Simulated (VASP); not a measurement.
Set up this calculation in VASP 6.6.1, as the native input.

| Property | Result |
| --- | --- |
| Task | atomic charges |
| Functional | PBE |
| Dispersion | TS |
| Potentials or basis | VASP PAW PBE potentials, release 64 (O, Zn, H) |
| Cutoff | 520 eV |
| k mesh | 1 × 1 × 1 |
| Occupations | gaussian, width 0.01 eV |
| Spin | no spin polarisation |
| Further INCAR settings | ALGO = Normal; EDIFF = 1e-06 |

The structure of OZnH2 lies in POSCAR:

```
ZnH2O
1.0
   10.0000000000      0.0000000000      0.0000000000
    0.0000000000     13.0000000000      0.0000000000
    0.0000000000      0.0000000000     11.0000000000
O Zn H
1 1 2
Direct
    0.5357200000      0.4141000000      0.5662681800
    0.5046800000      0.5348384600      0.4965318200
    0.4668800000      0.3630153800      0.5619590900
    0.4878700000      0.6402153800      0.4399136400
```

The input as run:

INCAR

```
ALGO = Normal
EDIFF = 1E-6
ENCUT = 520
GGA = PE
ISIF = 2
ISMEAR = 0
IVDW = 2
LASPH = T
LCHARG = T
LELF = T
LORBIT = 11
LREAL = F
LVACPOTAV = T
LVHAR = T
LWAVE = F
NELM = 60
PREC = Accurate
SIGMA = 0.01
```

KPOINTS

```
k-points
0
Gamma
  1 1 1
```

Potentials or basis: VASP PAW PBE potentials, release 64 (O, Zn, H).

Command:

```console
$ cat potpaw_PBE.64/O/POTCAR potpaw_PBE.64/Zn/POTCAR potpaw_PBE.64/H/POTCAR > POTCAR
$ mpirun -np 1 vasp_gam > vasp.out
```

Results of the run:

The largest force is 0.661 eV/Å, the gap between the frontier levels is 5.35 eV and the valence electrons inside the program's atomic spheres are O 5.10; Zn 10.87; H 0.77, 0.53. The hirshfeld charges are O -0.39; Zn +0.40; H +0.11, -0.12 e and the dispersion energy per atom is -0.001 eV.

It took 2.4 min on 1 thread of Intel(R) Xeon(R) Platinum 8259CL CPU @ 2.50GHz (Skylake/Cascade Lake) (shared host), peak memory 1.1 GiB.
